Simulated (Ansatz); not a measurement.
# CaSe (rocksalt structure)

Level of theory: DFT, PBE, scalar-relativistic, no spin polarisation; plane waves to 420 eV with PAW datasets (Ansatz 0.2.0), Γ-centred 6×6×6 mesh, 0.05 eV Gaussian smearing; PAW files: Ansatz's generated set soft_2.

```xyz
8
Lattice="0.0000 5.9581 5.9581 5.9581 0.0000 5.9581 2.9791 2.9791 0.0000" Properties=species:S:1:pos:R:3 pbc="T T T"
Ca    2.9791    2.9791    2.9791
Se    0.0000    0.0000    0.0000
Ca    5.9581    2.9791    5.9581
Se    2.9791    0.0000    2.9791
Ca    2.9791    5.9581    5.9581
Se    0.0000    2.9791    2.9791
Ca    5.9581    5.9581    8.9372
Se    2.9791    2.9791    5.9581
```

The compound is reported in the structure type of the start.

The cell above (space group Fm-3m at a tolerance of 0.05 Å) comes from a relaxation within its symmetry on a finer mesh. All atoms were then moved at random (spread 0.05 Å) and the cell was relaxed without symmetry.

Task: What does it relax into?

Result: It returns: the energy ends within 0.1 meV/atom of the undisturbed cell and space group Fm-3m is found again (tolerance 0.05 Å). The test covers only distortions that fit this cell.

